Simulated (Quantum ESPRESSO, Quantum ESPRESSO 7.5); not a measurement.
# 2H-MoS2, 1 layer, rectangular cell: a series in strain along the first axis

What law, if any, do the results for 2H-MoS2, 1 layer, rectangular cell follow against strain along the first axis?

Calculated with Quantum ESPRESSO 7.5; plane-wave DFT, PBE, GBRV ultrasoft pseudopotentials.

Most raw output is cut from this account.

## 1. Set-up

The cell holds 6 atoms: 4 S and 2 Mo. Cell: a = 3.180 Å, b = 5.508 Å, c = 18.263 Å, α = 90.0°, β = 90.0°, γ = 90.0°. It derives from MoS2. Vacuum lies along c.

Set-up: Cell and atoms are first relaxed; each strained cell is then held, the other axis too, and the atoms relax in it. A periodic run with 15 Å of vacuum in the starting cell gives the vacuum levels, and bands follow along a path.

Members -2, -1, 0, 1 and 2 took the same steps and show in the table alone.

## 2. Relaxing cell and ions of the reference

What the set-up leaves free in this member is relaxed.

ref.relax.in

```
&control
  prefix = 'ref.relax'
  outdir = './out'
  pseudo_dir = './pseudo'
  nstep = 80
  forc_conv_thr = 0.0004
  calculation = 'vc-relax'
  etot_conv_thr = 1e-06
/
&system
  ibrav = 0
  nat = 6
  ntyp = 2
  ecutwfc = 50
  ecutrho = 250
  occupations = 'smearing'
  smearing = 'fd'
  degauss = 0.004
/
&electrons
  conv_thr = 1e-09
  mixing_beta = 0.4
  electron_maxstep = 120
  mixing_mode = 'plain'
/
&ions
/
&cell
  cell_dofree = '2Dxy'
  press_conv_thr = 0.3
/
ATOMIC_SPECIES
  S   32.0600  s_pbe_v1.4.uspp.F.UPF
  Mo  95.9500  mo_pbe_v1.uspp.F.UPF
CELL_PARAMETERS angstrom
  3.18000000000000 0.00000000000000 0.00000000000000
  0.00000000000000 5.50792156806903 0.00000000000000
  0.00000000000000 0.00000000000000 18.26259773799958
ATOMIC_POSITIONS crystal
  S   0.999999999900 0.333333333400 0.410675420200
  S   0.500000000000 0.833333333300 0.410675420200
  Mo  0.000000000000 0.000000000000 0.500000000000
  Mo  0.500000000000 0.500000000000 0.500000000000
  S   0.999999999900 0.333333333400 0.589324579800
  S   0.500000000000 0.833333333300 0.589324579800
K_POINTS automatic
  10 6 1 0 0 0
```

The run is started by

```
$ OMP_NUM_THREADS=1 mpirun -n 4 pw.x -nk 4 -in ref.relax.in > ref.relax.out
```

It took 11 min on 4 MPI ranks of Arm Neoverse V1, shared host; peak memory 1.2 GiB; 45 min of CPU time.

Step by step:

```tsv
step	energy less that of the first step (eV)	largest force (eV/Å)	volume (Å³)
1	0.0000	1.1539	319.87
2	-0.0964	0.7431	318.68
3	-0.1506	0.2655	317.72
4	-0.1583	0.0073	317.68
5	-0.1593	0.0011	318.11
6	-0.1602	0.0005	318.58
7	-0.1612	0.0002	319.29
8	-0.1618	0.0002	320.35
9	-0.1619	0.0000	320.49
10	-0.1620	0.0002	320.49
```

```tsv
cell as run	before	after	change
a (Å)	3.180	3.183	+0.1 %
b (Å)	5.508	5.513	+0.1 %
```

The atoms that moved most (Å, along periodic axes as changes of fractional coordinates times the final cell, across vacuum about the mean position):

```tsv
atom	dx	dy	dz	length
S2	0.000	0.000	0.069	0.069
S6	0.000	0.000	-0.069	0.069
S1	0.000	0.000	0.069	0.069
S5	0.000	0.000	-0.069	0.069
```

Final coordinates:

```xyz
6
Lattice="3.1831 0.0000 0.0000 0.0000 5.5133 0.0000 0.0000 0.0000 18.2626" Properties=species:S:1:pos:R:3
S     3.1831    1.8378    7.5690
S     1.5915    4.5944    7.5690
Mo    0.0000    0.0000    9.1313
Mo    1.5915    2.7566    9.1313
S     3.1831    1.8378   10.6936
S     1.5915    4.5944   10.6936
```

 The last row is no step: it is a fresh SCF in the final cell with a new plane-wave basis, -0 meV from the row before.

This step gave:

- free energy: -5108.4680 eV
- Fermi energy: 0.3578 eV

## 3. Relaxation with pw.x, -4 %

m0.relax.in

```
&control
  prefix = 'm0.relax'
  outdir = './out'
  pseudo_dir = './pseudo'
  nstep = 40
  forc_conv_thr = 0.0003
  calculation = 'relax'
  tstress = .true.
/
&system
  ibrav = 0
  nat = 6
  ntyp = 2
  ecutwfc = 50
  ecutrho = 250
  occupations = 'smearing'
  smearing = 'fd'
  degauss = 0.002
/
&electrons
  conv_thr = 1e-09
  mixing_beta = 0.4
  electron_maxstep = 120
  mixing_mode = 'plain'
/
&ions
/
ATOMIC_SPECIES
  S   32.0600  s_pbe_v1.4.uspp.F.UPF
  Mo  95.9500  mo_pbe_v1.uspp.F.UPF
CELL_PARAMETERS angstrom
  3.05575300128000 0.00000000000000 0.00000000000000
  0.00000000000000 5.51328753800000 0.00000000000000
  0.00000000000000 0.00000000000000 18.26259773800000
ATOMIC_POSITIONS crystal
  S   0.999999999900 0.333333776000 0.414454234500
  S   0.500000000000 0.833333714400 0.414454237300
  Mo  0.000000000000 -0.000000854000 0.500000000000
  Mo  0.500000000000 0.499999206700 0.500000000000
  S   0.999999999900 0.333333776000 0.585545765500
  S   0.500000000000 0.833333714400 0.585545762700
K_POINTS automatic
  10 6 1 0 0 0
```

The run is started by

```
$ OMP_NUM_THREADS=1 mpirun -n 4 pw.x -nk 4 -in m0.relax.in > m0.relax.out
```

Wall time 4.6 min (4 MPI ranks); peak memory 1.1 GiB.

Relaxation path:

```tsv
step	energy less that of the first step (eV)	largest force (eV/Å)
1	0.0000	0.4469
2	-0.0149	0.2491
3	-0.0210	0.0543
4	-0.0214	0.0265
5	-0.0214	0.0076
```

The atoms that moved most (Å):

```tsv
atom	dx	dy	dz	length
S2	0.000	-0.004	-0.021	0.022
S6	0.000	-0.004	0.021	0.022
S5	0.000	-0.004	0.021	0.022
S1	0.000	-0.004	-0.021	0.022
Mo3	0.000	0.008	0.000	0.008
Mo4	0.000	0.008	0.000	0.008
```

The relaxed structure:

```cif
data_structure
_symmetry_space_group_name_H-M 'P 1'
_symmetry_Int_Tables_number 1
_cell_length_a 3.0558
_cell_length_b 5.5133
_cell_length_c 18.2626
_cell_angle_alpha 90.000
_cell_angle_beta 90.000
_cell_angle_gamma 90.000
_cell_volume 307.67
loop_
_atom_site_label
_atom_site_type_symbol
_atom_site_fract_x
_atom_site_fract_y
_atom_site_fract_z
_atom_site_occupancy
S1 S 0.00000 0.33257 0.41328 1
S2 S 0.50000 0.83257 0.41328 1
Mo3 Mo 0.00000 0.00153 0.50000 1
Mo4 Mo 0.50000 0.50153 0.50000 1
S5 S 0.00000 0.33257 0.58672 1
S6 S 0.50000 0.83257 0.58672 1
```

The relaxation lowers the energy by 4 meV an atom.

Numbers from this step:

| Property | Result |
| --- | --- |
| free energy | -5108.3381 eV |
| Fermi energy | 0.835 eV |

## 4. Self-consistent run, -4 %

The self-consistent run of this member.

m0.scf.in

```
&control
  prefix = 'm0.scf'
  outdir = './out'
  pseudo_dir = './pseudo'
  calculation = 'scf'
  tprnfor = .true.
/
&system
  ibrav = 0
  nat = 6
  ntyp = 2
  ecutwfc = 40
  ecutrho = 200
  occupations = 'smearing'
  smearing = 'fd'
  degauss = 0.002
  nbnd = 30
/
&electrons
  conv_thr = 1e-09
  mixing_beta = 0.4
  electron_maxstep = 120
  mixing_mode = 'plain'
/
ATOMIC_SPECIES
  S   32.0600  s_pbe_v1.4.uspp.F.UPF
  Mo  95.9500  mo_pbe_v1.uspp.F.UPF
CELL_PARAMETERS angstrom
  3.05575300128000 0.00000000000000 0.00000000000000
  0.00000000000000 5.51328753800000 0.00000000000000
  0.00000000000000 0.00000000000000 18.26259773800000
ATOMIC_POSITIONS crystal
  S   0.999999999900 0.332567452300 0.413278831100
  S   0.500000000000 0.832567226200 0.413278791900
  Mo  0.000000000000 0.001532016600 0.500000000000
  Mo  0.500000000000 0.501531959900 0.500000000000
  S   0.999999999900 0.332567452300 0.586721168900
  S   0.500000000000 0.832567226200 0.586721208100
K_POINTS automatic
  10 6 1 0 0 0
```

The run is started by

```
$ OMP_NUM_THREADS=1 mpirun -n 4 pw.x -nk 4 -in m0.scf.in > m0.scf.out
```

Elapsed: 64 s, on 4 MPI ranks; peak memory 0.77 GiB; 4.2 min of CPU time.

Numbers from this step:

| Quantity | Value |
| --- | --- |
| free energy | -5108.3116 eV |
| Fermi energy | 0.7612 eV |
| valence top, on the run's zero | -0.2326 eV |
| conduction bottom, on the run's zero | 1.642 eV |
| gap by band count | 1.875 eV |

## 5. Electrostatic potential, -4 %

plot_num = 11 writes the bare and Hartree potential, from which vacuum levels or, in a crystal, the mean potential are read.

m0.pot.in

```
&inputpp
  prefix = 'm0.scf'
  outdir = './out'
  filplot = 'm0.pot.dat'
  plot_num = 11
/
```

The run is started by

```
$ OMP_NUM_THREADS=1 mpirun -n 4 pp.x -in m0.pot.in > m0.pot.out
```

It took 1.1 s on 4 MPI ranks; peak memory 0.11 GiB; 4 s of CPU time.

This step gave:

| Property | Result |
| --- | --- |
| slope of the potential above | 5.18e-5 eV/Å |
| upper vacuum line continued to the top atoms, over the valence top | 5.867 eV |
| slope of the potential below | -4.05e-5 eV/Å |
| lower vacuum line continued to the bottom atoms, over the valence top | 5.867 eV |
| vacuum level at the upper face over the valence top of the mesh | 5.867 eV |
| vacuum level at the lower face over the valence top of the mesh | 5.867 eV |

Electrostatic potential energy of an electron; zero at the highest filled level of the SCF mesh. Potential energy, planar mean against z:

z (Å), potential energy, planar mean (eV) and a bar from the least value:
```
      0.0        5.9 ##############################
      0.5        5.9 ##############################
      1.0        5.9 ##############################
      1.5        5.9 ##############################
      2.0        5.9 ##############################
      2.5        5.9 ##############################
      3.0        5.9 ##############################
      3.5        5.9 ##############################
      4.0        5.9 ##############################
      4.5        5.9 ##############################
      5.0        5.8 ##############################
      5.5        5.8 ##############################
      6.0        5.5 ##############################
      6.5        3.9 ############################
      7.0       -3.3 ######################
      7.5      -13.6 ############
      8.0       -8.4 #################
      8.5       -9.7 ################
      9.0      -26.8 
      9.5      -19.2 #######
     10.0       -5.9 ###################
     10.5      -12.5 #############
     11.0      -10.1 ###############
     11.5        1.4 ##########################
     12.0        4.9 #############################
     12.5        5.7 ##############################
     13.0        5.8 ##############################
     13.5        5.9 ##############################
     14.0        5.9 ##############################
     14.5        5.9 ##############################
     15.0        5.9 ##############################
     15.5        5.9 ##############################
     16.0        5.9 ##############################
     16.5        5.9 ##############################
     17.0        5.9 ##############################
     17.5        5.9 ##############################
     18.0        5.9 ##############################
```

## 6. Band structure, -4 %

Bands along a path place the edges.

m0.bands.in, as its differences from the input of step 4:

```diff
@@ -1,7 +1,6 @@
 &control
-  prefix = 'm0.scf'
+  prefix = 'm0.bands'
   outdir = './out'
   pseudo_dir = './pseudo'
-  calculation = 'scf'
-  tprnfor = .true.
+  calculation = 'bands'
 /
@@ -16,6 +15,6 @@
   degauss = 0.002
-  nbnd = 30
+  nbnd = 32
 /
 &electrons
-  conv_thr = 1e-09
+  conv_thr = 1e-07
   mixing_beta = 0.4
@@ -38,3 +37,8 @@
   S   0.500000000000 0.832567226200 0.586721208100
-K_POINTS automatic
-  10 6 1 0 0 0
+K_POINTS crystal_b
+5
+  0.0000000000 0.0000000000 0.0000000000 12
+  0.5000000000 0.0000000000 0.0000000000 12
+  0.5000000000 0.5000000000 0.0000000000 12
+  0.0000000000 0.5000000000 0.0000000000 12
+  0.0000000000 0.0000000000 0.0000000000 1
```

The run is started by

```
$ cp -r out/m0.scf.save out/m0.bands.save
$ cp out/m0.scf.xml out/m0.bands.xml
$ OMP_NUM_THREADS=1 mpirun -n 4 pw.x -nk 4 -in m0.bands.in > m0.bands.out
```

Run time: 71 s. Hardware: 4 MPI ranks; peak memory 0.46 GiB; 4.7 min of CPU time.

Read from the output:

* valence top, on the run's zero: -0.2150 eV
* conduction bottom, on the run's zero: 1.599 eV
* gap by band count: 1.814 eV

Band numbers count within the set of bands kept for display. The electronic bands at the labelled points (eV, zero at the highest filled level of the SCF mesh; v1 is the highest filled band, c1 the lowest empty one):

```tsv
point	v4	v3	v2	v1	c1	c2	c3	c4
Γ	-1.19	-0.83	-0.52	-0.25	2.47	2.80	2.89	2.91
halfway	-1.96	-0.94	-0.62	-0.11	2.03	2.05	2.46	2.54
X	-1.69	-1.69	-0.60	-0.60	2.25	2.25	3.01	3.01
halfway	-1.86	-1.86	-0.50	-0.50	2.35	2.35	3.17	3.17
S	-0.95	-0.95	-0.60	-0.60	2.43	2.43	3.01	3.01
halfway	-1.39	-1.39	-0.72	-0.72	1.96	1.96	2.54	2.54
Y	-1.39	-1.39	-0.94	-0.94	2.03	2.03	2.65	2.65
halfway	-1.18	-1.11	-0.76	-0.37	2.34	2.45	2.48	2.65
Γ	-1.19	-0.83	-0.52	-0.25	2.47	2.80	2.89	2.91
```

Along this path the valence top lies between Γ and X and the conduction bottom between Γ and X.

## 7. Relaxing the ions, -3 %

m1.relax.in

```
&control
  prefix = 'm1.relax'
  outdir = './out'
  pseudo_dir = './pseudo'
  nstep = 40
  forc_conv_thr = 0.0003
  calculation = 'relax'
  tstress = .true.
/
&system
  ibrav = 0
  nat = 6
  ntyp = 2
  ecutwfc = 50
  ecutrho = 250
  occupations = 'smearing'
  smearing = 'fd'
  degauss = 0.002
/
&electrons
  conv_thr = 1e-09
  mixing_beta = 0.4
  electron_maxstep = 120
  mixing_mode = 'plain'
/
&ions
/
ATOMIC_SPECIES
  S   32.0600  s_pbe_v1.4.uspp.F.UPF
  Mo  95.9500  mo_pbe_v1.uspp.F.UPF
CELL_PARAMETERS angstrom
  3.08758376171000 0.00000000000000 0.00000000000000
  0.00000000000000 5.51328753800000 0.00000000000000
  0.00000000000000 0.00000000000000 18.26259773800000
ATOMIC_POSITIONS crystal
  S   0.999999999900 0.333333776000 0.414454234500
  S   0.500000000000 0.833333714400 0.414454237300
  Mo  0.000000000000 -0.000000854000 0.500000000000
  Mo  0.500000000000 0.499999206700 0.500000000000
  S   0.999999999900 0.333333776000 0.585545765500
  S   0.500000000000 0.833333714400 0.585545762700
K_POINTS automatic
  10 6 1 0 0 0
```

The run is started by

```
$ OMP_NUM_THREADS=1 mpirun -n 4 pw.x -nk 4 -in m1.relax.in > m1.relax.out
```

It took 5.3 min on 4 MPI ranks; peak memory 1.1 GiB.

The steps of the relaxation:

```tsv
step	energy less that of the first step (eV)	largest force (eV/Å)
1	0.0000	0.3280
2	-0.0081	0.1865
3	-0.0115	0.0442
4	-0.0117	0.0190
5	-0.0118	0.0065
```

The atoms that moved most (Å):

```tsv
atom	dx	dy	dz	length
S1	0.000	-0.003	-0.016	0.016
S5	0.000	-0.003	0.016	0.016
S6	0.000	-0.003	0.016	0.016
S2	0.000	-0.003	-0.016	0.016
Mo3	0.000	0.006	0.000	0.006
Mo4	0.000	0.006	0.000	0.006
```

The relaxed structure:

```cif
data_structure
_symmetry_space_group_name_H-M 'P 1'
_symmetry_Int_Tables_number 1
_cell_length_a 3.0876
_cell_length_b 5.5133
_cell_length_c 18.2626
_cell_angle_alpha 90.000
_cell_angle_beta 90.000
_cell_angle_gamma 90.000
_cell_volume 310.88
loop_
_atom_site_label
_atom_site_type_symbol
_atom_site_fract_x
_atom_site_fract_y
_atom_site_fract_z
_atom_site_occupancy
S1 S 0.00000 0.33276 0.41358 1
S2 S 0.50000 0.83276 0.41358 1
Mo3 Mo 0.00000 0.00115 0.50000 1
Mo4 Mo 0.50000 0.50115 0.50000 1
S5 S 0.00000 0.33276 0.58642 1
S6 S 0.50000 0.83276 0.58642 1
```

The relaxation lowers the energy by 2 meV an atom.

Numbers from this step:

| Item | Value |
| --- | --- |
| free energy | -5108.3967 eV |
| Fermi energy | 0.7708 eV |

## 8. Ground state, -3 %

m1.scf.in

```
&control
  prefix = 'm1.scf'
  outdir = './out'
  pseudo_dir = './pseudo'
  calculation = 'scf'
  tprnfor = .true.
/
&system
  ibrav = 0
  nat = 6
  ntyp = 2
  ecutwfc = 40
  ecutrho = 200
  occupations = 'smearing'
  smearing = 'fd'
  degauss = 0.002
  nbnd = 30
/
&electrons
  conv_thr = 1e-09
  mixing_beta = 0.4
  electron_maxstep = 120
  mixing_mode = 'plain'
/
ATOMIC_SPECIES
  S   32.0600  s_pbe_v1.4.uspp.F.UPF
  Mo  95.9500  mo_pbe_v1.uspp.F.UPF
CELL_PARAMETERS angstrom
  3.08758376171000 0.00000000000000 0.00000000000000
  0.00000000000000 5.51328753800000 0.00000000000000
  0.00000000000000 0.00000000000000 18.26259773800000
ATOMIC_POSITIONS crystal
  S   0.999999999900 0.332755945100 0.413577283100
  S   0.500000000000 0.832755972800 0.413577282800
  Mo  0.000000000000 0.001154767200 0.500000000000
  Mo  0.500000000000 0.501154730400 0.500000000000
  S   0.999999999900 0.332755945100 0.586422716900
  S   0.500000000000 0.832755972800 0.586422717200
K_POINTS automatic
  10 6 1 0 0 0
```

The run is started by

```
$ OMP_NUM_THREADS=1 mpirun -n 4 pw.x -nk 4 -in m1.scf.in > m1.scf.out
```

The job ended after 59 s (4 MPI ranks; peak memory 0.6 GiB; 4 min of CPU time).

This step gave:

```
free energy                          : -5108.3702 eV
Fermi energy                         : 0.6182 eV
valence top, on the run's zero       : -0.3143 eV
conduction bottom, on the run's zero : 1.571 eV
gap by band count                    : 1.885 eV
```

## 9. Relaxing the ions, 3 %

m7.relax.in

```
&control
  prefix = 'm7.relax'
  outdir = './out'
  pseudo_dir = './pseudo'
  nstep = 40
  forc_conv_thr = 0.0003
  calculation = 'relax'
  tstress = .true.
/
&system
  ibrav = 0
  nat = 6
  ntyp = 2
  ecutwfc = 50
  ecutrho = 250
  occupations = 'smearing'
  smearing = 'fd'
  degauss = 0.002
/
&electrons
  conv_thr = 1e-09
  mixing_beta = 0.4
  electron_maxstep = 120
  mixing_mode = 'plain'
/
&ions
/
ATOMIC_SPECIES
  S   32.0600  s_pbe_v1.4.uspp.F.UPF
  Mo  95.9500  mo_pbe_v1.uspp.F.UPF
CELL_PARAMETERS angstrom
  3.27856832429000 0.00000000000000 0.00000000000000
  0.00000000000000 5.51328753800000 0.00000000000000
  0.00000000000000 0.00000000000000 18.26259773800000
ATOMIC_POSITIONS crystal
  S   0.999999999900 0.333333776000 0.414454234500
  S   0.500000000000 0.833333714400 0.414454237300
  Mo  0.000000000000 -0.000000854000 0.500000000000
  Mo  0.500000000000 0.499999206700 0.500000000000
  S   0.999999999900 0.333333776000 0.585545765500
  S   0.500000000000 0.833333714400 0.585545762700
K_POINTS automatic
  10 6 1 0 0 0
```

The run is started by

```
$ OMP_NUM_THREADS=1 mpirun -n 4 pw.x -nk 4 -in m7.relax.in > m7.relax.out
```

Run time: 5.4 min. Hardware: 4 MPI ranks; peak memory 1.2 GiB.

The steps of the relaxation:

```tsv
step	energy less that of the first step (eV)	largest force (eV/Å)
1	0.0000	0.2866
2	-0.0063	0.1809
3	-0.0096	0.0643
4	-0.0101	0.0142
5	-0.0101	0.0062
```

The atoms that moved most (Å):

```tsv
atom	dx	dy	dz	length
S2	0.000	0.003	0.015	0.016
S6	0.000	0.003	-0.015	0.016
S5	0.000	0.003	-0.015	0.016
S1	0.000	0.003	0.015	0.016
Mo4	0.000	-0.006	0.000	0.006
Mo3	0.000	-0.006	0.000	0.006
```

The relaxed structure:

```xyz
6
Lattice="3.2786 0.0000 0.0000 0.0000 5.5133 0.0000 0.0000 0.0000 18.2626" Properties=species:S:1:pos:R:3
S     3.2786    1.8409    7.5845
S     1.6393    4.5976    7.5845
Mo    0.0000   -0.0063    9.1313
Mo    1.6393    2.7503    9.1313
S     3.2786    1.8409   10.6781
S     1.6393    4.5976   10.6781
```

The relaxation lowers the energy by 2 meV an atom.

Numbers from this step:

* free energy: -5108.4082 eV
* Fermi energy: 0.11 eV

[end of part 1 of 2]

[Logs are printed without paths, hosts, clocks, repeated set-up lines and the standing remarks that a program may print on its own settings, such as how far it seeks lower states.]

[Hosts, paths, dates, database ids (printed as entryN), source tags and the programs' standing remarks are cut or masked in the printed files.]

[Maps of the electrostatic potential energy from Ansatz leave out the sawtooth potential of an applied field or a dipole correction, so their vacuum need not be flat; planar profiles and work functions include it.]
